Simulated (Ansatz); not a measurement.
# Every step of a relaxation of Te (sc type)

DFT, PBE, PAW with Ansatz's default frozen-core files, scalar-relativistic (Ansatz 0.2.0); a Γ-centred 13×13×13 k mesh, Fermi–Dirac smearing of 0.05 eV, no spin polarisation. The run relaxes cell and atoms at a target pressure of 0 GPa.

Command: `ansatz run input.yaml --threads 1 --pin off --max-ram 3072MiB --backend cpu --events-out ev --progress --plain --runs-dir out` It took 7.7 s on 1 thread of Arm Neoverse V1, on a shared host, peak memory 0.31 GiB.

PAW: frozen-core files, cutoff 420 eV; forces are relaxed below 0.005 eV/Å.

Each step lists its free energy a cell above the last geometry, the pressure, the cell vectors (Å), and Cartesian positions (Å) with forces (eV/Å).

The first step:

```
step 1  dF = 10.68 meV  P = 2.53 GPa
  cell 3.1522 0.0000 0.0000  0.0000 3.1522 0.0000  0.0000 0.0000 3.1522
  Te 0.0000 0.0000 0.0000   0.0000 0.0000 0.0000
```

Spin–orbit coupling is left out, which matters for the heavy atoms.

Task: Where does the relaxation end, and by which steps?

Result: After 4 geometries, with conventional a, b, c = 3.200, 3.200, 3.200 Å, at 32.767 Å³/atom (+4.62 % against the start) in space group Pm-3m, with a shortest distance of 3.200 Å. The further steps:
```
step 2  dF = 2.34 meV  P = -1.00 GPa
  cell 3.2225 0.0000 0.0000  0.0000 3.2225 0.0000  0.0000 0.0000 3.2225
  Te 0.0000 0.0000 0.0000   0.0000 0.0000 0.0000
step 3  dF = 0.03 meV  P = -0.09 GPa
  cell 3.2019 0.0000 0.0000  0.0000 3.2019 0.0000  0.0000 0.0000 3.2019
  Te 0.0000 0.0000 0.0000   0.0000 0.0000 0.0000
step 4  dF = 0.00 meV  P = 0.00 GPa
  cell 3.2000 0.0000 0.0000  0.0000 3.2000 0.0000  0.0000 0.0000 3.2000
  Te 0.0000 0.0000 0.0000   0.0000 0.0000 0.0000
step 5  dF = -0.24 meV  P = 0.00 GPa  (same geometry on a basis chosen anew; earlier energies don't compare to the last digit)
  cell 3.2000 0.0000 0.0000  0.0000 3.2000 0.0000  0.0000 0.0000 3.2000
  Te 0.0000 0.0000 0.0000   0.0000 0.0000 0.0000
```
